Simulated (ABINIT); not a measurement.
# GaP (P4/mmm) in ABINIT: convergence with tolvrs

Aim: find how far tolvrs must go before the results for GaP settle, at PBEsol. This setting moves, with any that are tied to it; all else stays.

All numbers are computed with ABINIT 10.8.3 (patched build); they aren't measurements. Logs are shortened: lines on timing, memory, paths and dates and some standing lists are left out, and cuts for length are marked. The log counts tension as positive stress, the text compression.

## 1. Starting point

Symmetry: P4/mmm, No. 123, tetragonal system. Conventional cell: a = 3.457 Å, b = 3.457 Å, c = 2.803 Å, α = 90.00°, β = 90.00°, γ = 90.00°. Around Ga (site symmetry 4/mmm) lie 2 Ga at 2.80 Å and 8 P at 2.82 Å. P (site symmetry 4/mmm) has 2 P at 2.80 Å and 8 Ga at 2.82 Å as nearest neighbours.

The cell was built by a generator and needn't be a form met in nature.

## 2. With tolvrs 0.01

run.abi reads:

```
pp_dirpath "./"
pseudos "Ga.GGA_PBE-JTH.xml, P.GGA_PBE-JTH.xml"

acell 6.5321407059 6.5321407059 5.2960708478
rprim
     1.0000000000     0.0000000000     0.0000000000
     0.0000000000     1.0000000000     0.0000000000
     0.0000000000     0.0000000000     1.0000000000
ntypat 2
znucl 31 15
natom 2
typat 1 2
xred
     0.0000000000     0.0000000000     0.0000000000
     0.5000000000     0.5000000000     0.5000000000

ecut 20.0
pawecutdg 40.0
pawxcdev 0

kptopt 1
ngkpt 8 8 9
nshiftk 1
shiftk 0.0 0.0 0.0

ixc -116133

nband 13
occopt 6
tsmear 0.05 eV

nstep 100
tolvrs 0.01

iomode 3
prtwf 0
prtden 0
prteig 0
prtebands 0
enunit 1
```

Potentials or basis: JTH PAW PBE v2.0.

Run with:

```bash
> abinit run.abi > log 2>&1
```

Run time: 16 s. Hardware: 1 thread of Intel Xeon Platinum 8259CL at 2.50GHz (Skylake/Cascade Lake), shared host; peak memory 0.12 GiB.

Results (log left out):

```
Free energy                                           : -2331.9904 eV
Pressure                                              : 1.3 GPa
Band gap on the k mesh                                : none (metal or under the smearing width)
Valence electrons inside the program's atomic spheres : Ga 10.96; P 1.50
```

## 3. With tolvrs 0.001

run.abi, as its differences from that of step 2:

```diff
@@ -32,3 +32,3 @@
 nstep 100
-tolvrs 0.01
+tolvrs 0.001
```

Potentials or basis: JTH PAW PBE v2.0.

Run with:

```bash
> abinit run.abi > log 2>&1
```

It took 25 s on 1 thread of Intel Xeon Platinum 8259CL at 2.50GHz (Skylake/Cascade Lake), shared host; peak memory 0.12 GiB.

It converged, with:

* Free energy: -2331.9901 eV
* Pressure: -3.7 GPa
* Band gap on the k mesh: none (metal or under the smearing width)
* Valence electrons inside the program's atomic spheres: Ga 10.97; P 1.50

## 4. With tolvrs 0.0001

run.abi, as its differences from that of step 3:

```diff
@@ -32,3 +32,3 @@
 nstep 100
-tolvrs 0.001
+tolvrs 0.0001
```

Run with:

```bash
> abinit run.abi > log 2>&1
```

Wall time 22 s (1 thread of Intel Xeon Platinum 8259CL at 2.50GHz (Skylake/Cascade Lake), shared host); peak memory 0.12 GiB.

The run converged. Its results:

```
Free energy                                           : -2331.9901 eV
Pressure                                              : -3.4 GPa
Band gap on the k mesh                                : none (metal or under the smearing width)
Valence electrons inside the program's atomic spheres : Ga 10.97; P 1.50
```

## 5. With tolvrs 1e-05

run.abi, as its differences from that of step 4:

```diff
@@ -32,3 +32,3 @@
 nstep 100
-tolvrs 0.0001
+tolvrs 1.0e-5
```

Run with:

```bash
> abinit run.abi > log 2>&1
```

It took 25 s on 1 thread of Intel Xeon Platinum 8259CL at 2.50GHz (Skylake/Cascade Lake), shared host; peak memory 0.12 GiB.

The run converged. Its results:

```
Free energy                                           : -2331.9901 eV
Pressure                                              : -4.0 GPa
Band gap on the k mesh                                : none (metal or under the smearing width)
Valence electrons inside the program's atomic spheres : Ga 10.97; P 1.50
```

## 6. With tolvrs 1e-06

run.abi, as its differences from that of step 5:

```diff
@@ -32,3 +32,3 @@
 nstep 100
-tolvrs 1.0e-5
+tolvrs 1.0e-6
```

Potentials or basis: JTH PAW PBE v2.0.

Run with:

```bash
> abinit run.abi > log 2>&1
```

Run time: 33 s. Hardware: 1 thread of Intel Xeon Platinum 8259CL at 2.50GHz (Skylake/Cascade Lake), shared host; peak memory 0.12 GiB.

It converged, with:

| Item | Value |
| --- | --- |
| Free energy | -2331.9901 eV |
| Pressure | -4.0 GPa |
| Band gap on the k mesh | none (metal or under the smearing width) |
| Valence electrons inside the program's atomic spheres | Ga 10.97; P 1.50 |

## 7. With tolvrs 1e-08

run.abi, as its differences from that of step 6:

```diff
@@ -32,3 +32,3 @@
 nstep 100
-tolvrs 1.0e-6
+tolvrs 1.0e-8
```

Run with:

```bash
> abinit run.abi > log 2>&1
```

Run time: 36 s. Hardware: 1 thread of Intel Xeon Platinum 8259CL at 2.50GHz (Skylake/Cascade Lake), shared host; peak memory 0.12 GiB.

It converged, with:

```
Free energy                                           : -2331.9901 eV
Pressure                                              : -4.0 GPa
Band gap on the k mesh                                : none (metal or under the smearing width)
Valence electrons inside the program's atomic spheres : Ga 10.97; P 1.50
```

## 8. With tolvrs 1e-10

run.abi, as its differences from that of step 7:

```diff
@@ -32,3 +32,3 @@
 nstep 100
-tolvrs 1.0e-8
+tolvrs 1.0e-10
```

Run with:

```bash
> abinit run.abi > log 2>&1
```

Wall time 42 s (1 thread of Intel Xeon Platinum 8259CL at 2.50GHz (Skylake/Cascade Lake), shared host); peak memory 0.12 GiB.

It converged, with:

```
Free energy                                           : -2331.9901 eV
Pressure                                              : -4.0 GPa
Band gap on the k mesh                                : none (metal or under the smearing width)
Valence electrons inside the program's atomic spheres : Ga 10.97; P 1.50
```

## 9. With tolvrs 1e-13

run.abi, as its differences from that of step 8:

```diff
@@ -32,3 +32,3 @@
 nstep 100
-tolvrs 1.0e-10
+tolvrs 1.0e-13
```

Potentials or basis: JTH PAW PBE v2.0.

Run with:

```bash
> abinit run.abi > log 2>&1
```

run.abo:

```text
.Version 10.8.3 of ABINIT
 Symmetries : space group P4/m m m (#123); Bravais tP (primitive tetrag.)
================================================================================
 Values of the parameters that define the memory need of the present run
     intxc =       0    ionmov =       0      iscf =      17    lmnmax =      18
     lnmax =       6     mgfft =      30  mpssoang =       3    mqgrid =    3001
     natom =       2  nloc_mem =       2    nspden =       1   nspinor =       1
    nsppol =       1      nsym =      16    n1xccc =       1    ntypat =       2
    occopt =       6   xclevel =       2
       mpw =         987          nfft =       21600          nkpt =          75
 PAW method is used; the additional fine FFT grid is defined by:
   mgfftf=        40    nfftf =     51200
================================================================================
================================================================================

--------------------------------------------------------------------------------
------------- Echo of variables that govern the present computation ------------
--------------------------------------------------------------------------------
 -outvars: echo values of preprocessed input variables --------
            acell      6.5321407059E+00  6.5321407059E+00  5.2960708478E+00 Bohr
              amu      6.97230000E+01  3.09737620E+01
             ecut      2.00000000E+01 Hartree
           enunit           1
                       outvar_i_n : Printing only first  50 k-points.
              ixc     -116133
                       outvar_i_n : Printing only first  50 k-points.
         kptrlatt        8    0    0      0    8    0      0    0    9
          kptrlen      4.76646376E+01
            natom           2
            nband          13
            ngfft          30      30      24
          ngfftdg          40      40      32
             nkpt          75
            nstep         100
             nsym          16
           ntypat           2
                       prtocc : prtvol=0, do not print more k-points.
           occopt           6
[... 179 lines left out ...]
kinetic             :  7.32871177726975E+00
hartree             :  2.42781995599040E+01
xc                  : -3.82337677493370E+00
Ewald energy        : -5.34465887836440E+01
psp_core            :  1.91665497883197E+00
local_psp           : -6.37327207353597E+01
PAW spherical_terms :  1.78005925749540E+00
internal            : -8.56990607204363E+01
'-kT*entropy'       :  5.46307786533912E-06
total_energy        : -8.56990552573584E+01
total_energy_eV     : -2.33199009352365E+03
...

--- !EnergyTermsDC
iteration_state     : {dtset: 1, }
comment             : '"Double-counting" decomposition of free energy'
band_energy         : -1.97432283814027E+00
Ewald energy        : -5.34465887836440E+01
psp_core            :  1.91665497883197E+00
xc_dc               : -2.36869688990613E+01
PAW spherical_terms : -8.50783519470571E+00
internal            : -8.56990607367192E+01
'-kT*entropy'       :  5.46307786533912E-06
total_energy_dc     : -8.56990552736414E+01
total_energy_dc_eV  : -2.33199009396673E+03
...

--- !EnergyTermsWithPAWCore
iteration_state     : {dtset: 1, }
comment             : 'Components of total free energy, including PAW core contributions'
Total energy        : -2.28408827320096E+03
Total energy DC     : -2.28408827321724E+03
Total energy (eV)   : -6.21532082219870E+04
Total energy DC (eV): -6.21532082224301E+04
...

 Cartesian components of stress tensor (hartree/bohr^3)
  sigma(1 1)=  1.23000816E-04  sigma(3 2)=  0.00000000E+00
  sigma(2 2)=  1.23000816E-04  sigma(3 1)=  0.00000000E+00
  sigma(3 3)=  1.64961179E-04  sigma(2 1)=  0.00000000E+00

-Cartesian components of stress tensor (GPa)         [Pressure= -4.0303E+00 GPa]
- sigma(1 1)=  3.61880895E+00  sigma(3 2)=  0.00000000E+00
- sigma(2 2)=  3.61880895E+00  sigma(3 1)=  0.00000000E+00
- sigma(3 3)=  4.85332543E+00  sigma(2 1)=  0.00000000E+00

== END DATASET(S) ==============================================================
================================================================================

 -outvars: echo values of variables after computation  --------
            acell      6.5321407059E+00  6.5321407059E+00  5.2960708478E+00 Bohr
           etotal     -8.5699055274E+01
            fcart     -0.0000000000E+00 -0.0000000000E+00 -0.0000000000E+00
                      -0.0000000000E+00 -0.0000000000E+00 -0.0000000000E+00
           strten      1.2300081624E-04  1.2300081624E-04  1.6496117850E-04
                       0.0000000000E+00  0.0000000000E+00  0.0000000000E+00
           xangst      0.0000000000E+00  0.0000000000E+00  0.0000000000E+00
                       1.7283299988E+00  1.7283299988E+00  1.4012799990E+00
             xred      0.0000000000E+00  0.0000000000E+00  0.0000000000E+00
                       5.0000000000E-01  5.0000000000E-01  5.0000000000E-01
 Calculation completed.
```

It took 50 s on 1 thread of Intel Xeon Platinum 8259CL at 2.50GHz (Skylake/Cascade Lake), shared host; peak memory 0.12 GiB.

What came out:

```yaml
Free_energy: -2331.9901 eV
Pressure: -4.0 GPa
Band_gap_on_the_k_mesh: none (metal or under the smearing width)
Valence_electrons_inside_the_program's_atomic_spheres: Ga 10.97; P 1.50
```

## 10. Summary

```
tolvrs  energy less the tightest run (meV/atom)  pressure (GPa)  SCF cycles  CPU time (s)  peak memory (GiB)
  0.01                                    -0.14            1.29           3            16               0.12
 0.001                                     0.02           -3.68           4            24               0.12
0.0001                                     0.00           -3.45           5            22               0.12
 1e-05                                     0.00           -3.99           6            25               0.12
 1e-06                                     0.00           -4.00           7            33               0.12
 1e-08                                     0.00           -4.03           9            36               0.12
 1e-10                                     0.00           -4.03          11            42               0.12
 1e-13                                     0.00           -4.03          13            50               0.12
```

Against the tightest run, the energy stays within 1 meV/atom from 0.01 on; the pressure stays within 0.1 GPa from 1e-05 on. The tightest run that finished is the yardstick and may itself not be fully converged.

Caveats: the PAW data sets were made with another functional, which shifts forces and pressure a little.
